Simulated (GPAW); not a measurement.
TaN:

```
Ta N
1.0
     0.00000    2.21132    2.21132
     2.21132    0.00000    2.21132
     2.21132    2.21132    0.00000
Ta N
1 1
Direct
  0.50000 0.50000 0.50000
  0.00000 0.00000 0.00000
```

The cell comes from a database or a generator and needn't be the stable form of this composition.

A sound run:

```yaml
Program: GPAW 26.7.0
Task: single point
Functional: PBE
Potentials_or_basis: GPAW PAW data sets (gpaw-data 1.2.1)
Cutoff: 800 eV
Basis: pw
k_mesh: 16 × 16 × 16
Occupations: fermi-dirac, width 0.05 eV
Spin: no spin polarisation
```

It gives pressure -1.4 GPa; band gap on the k mesh none (metal or under the smearing width).

Q: What do these careless settings give instead: k mesh 4 × 4 × 4 in place of 16 × 16 × 16?

A: Pressure -0.4 GPa; band gap on the k mesh none (metal or under the smearing width). The run converged, but these numbers show the error of the settings and aren't properties of the crystal.
